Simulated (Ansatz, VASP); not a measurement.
## Nb in VASP and in Ansatz

```xyz
2
Lattice="2.8628 0.0000 0.0000 -1.4314 2.4793 0.0000 0.0000 0.0000 5.0994" Properties=species:S:1:pos:R:3 pbc="T T T"
Nb    1.4314    0.8264    3.8245
Nb    0.0000    1.6529    1.2748
```

Alike in both runs: task single point; functional PBE; k mesh 18 × 18 × 8; occupations gaussian, width 0.1 eV; no spin polarisation.

```csv
,VASP,Ansatz
version,VASP 6.6.1,Ansatz 0.2.0
potentials or method,"VASP PAW PBE potentials, release 64 (Nb_sv)","scalar-relativistic, plane waves, PAW"
plane-wave cutoff (eV),520,420
valence electrons in the cell,26,26
```

Ansatz gave:

* gap on the k mesh at the Fermi level (eV): none
* pressure (GPa): 5.1
* largest component of the traceless stress (GPa): 2.84

**Question.** What did VASP give for the same quantities?

**Answer.** gap on the k mesh at the Fermi level (eV): none; pressure (GPa): 4.7; largest component of the traceless stress (GPa): 2.80.

A gap of «none» marks a metal or a gap that the smearing closes. The functional is the same, so the differences come from potentials, cutoffs and numerics.
